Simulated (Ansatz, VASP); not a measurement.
## One calculation of SiC, two programs

File INCAR:

```
PREC = Accurate ; ENCUT = 520
EDIFF = 1E-6 ; ISMEAR = 0
SIGMA = 0.1 ; LREAL = F
LASPH = T ; NELM = 150
ALGO = Normal ; ISIF = 2
LWAVE = F ; LCHARG = F
ISPIN = 2 ; MAGMOM = 0 1
LORBIT = 11 ; GGA = PE
NBANDS = 15
```

KPOINTS

```
Automatic mesh
0
Gamma
  8 8 8
```

POSCAR

```
SiC
1.0
    0.0000000000      2.0262503581      2.0262503581
    2.0262503581      0.0000000000      2.0262503581
    2.0262503581      2.0262503581      0.0000000000
Si C
1 1
Direct
    0.0000000000      0.0000000000      0.0000000000
    0.5000000000      0.5000000000      0.5000000000
```

Input for Ansatz:

```yaml
crystal:
  lattice:
    - [0.0, 2.0262503581, 2.0262503581]
    - [2.0262503581, 0.0, 2.0262503581]
    - [2.0262503581, 2.0262503581, 0.0]
  atoms:
    - { symbol: Si, position: [0.0, 0.0, 0.0] }
    - { symbol: C, position: [0.5, 0.5, 0.5], spin: 1.0 }
basis:
  ecutwfc: 420
kpoints:
  mp_grid: { grid: [8, 8, 8] }
hamiltonian:
  xc: pbe
scf:
  occupations: { method: gaussian, width: 0.1 }
  lower_state_search: "off"
output:
  forces: true
  stress: true
  eigenvalues: true
  populations: true
magnetization:
  spin_polarized: true
```

Alike in both runs: task single point; functional PBE; k mesh 8 × 8 × 8; occupations gaussian, width 0.1 eV; collinear spin.

|  | VASP | Ansatz |
| --- | --- | --- |
| version | VASP 6.6.1 | Ansatz 0.2.0 |
| potentials or method | VASP PAW PBE potentials, release 64 (Si, C) | scalar-relativistic, plane waves, PAW |
| plane-wave cutoff (eV) | 520 | 420 |
| valence electrons in the cell | 8 | 8 |

```tsv
	VASP	Ansatz	Ansatz less VASP
gap on the k mesh at the Fermi level (eV)	none	none	-
pressure (GPa)	1.1	1.0	-0.15
net moment per atom (μB)	0.00	0.00	0.000
```

A gap of «none» marks a metal or a gap that the smearing closes. Ansatz warned: «seeded_moment_not_kept».
